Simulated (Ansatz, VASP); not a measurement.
**Zr in VASP and in Ansatz**

```
CELL_PARAMETERS angstrom
3.11052 0.00000 0.00000
-1.55526 2.69379 0.00000
0.00000 0.00000 5.04490
ATOMIC_POSITIONS crystal
Zr 0.33333 0.66667 0.25000
Zr 0.66667 0.33333 0.75000
```

Alike in both runs: functional PBE; k mesh 14 × 14 × 8; occupations fermi-dirac, width 0.05 eV; no spin polarisation.

Ansatz relaxed the structure, and its values are those at the end. VASP's run is a single point on that final structure, the one shown.

|  | VASP | Ansatz |
| --- | --- | --- |
| version | VASP 6.6.1 | Ansatz 0.2.0 |
| potentials or method | VASP PAW PBE potentials, release 64 (Zr_sv) | PAW with Ansatz's default frozen-core files, scalar-relativistic |
| plane-wave cutoff (eV) | 520 | 420 |
| valence electrons in the cell | 24 | 24 |

|  | VASP | Ansatz | Ansatz less VASP |
| --- | --- | --- | --- |
| pressure (GPa) | 11.0 | 11.0 | -0.02 |
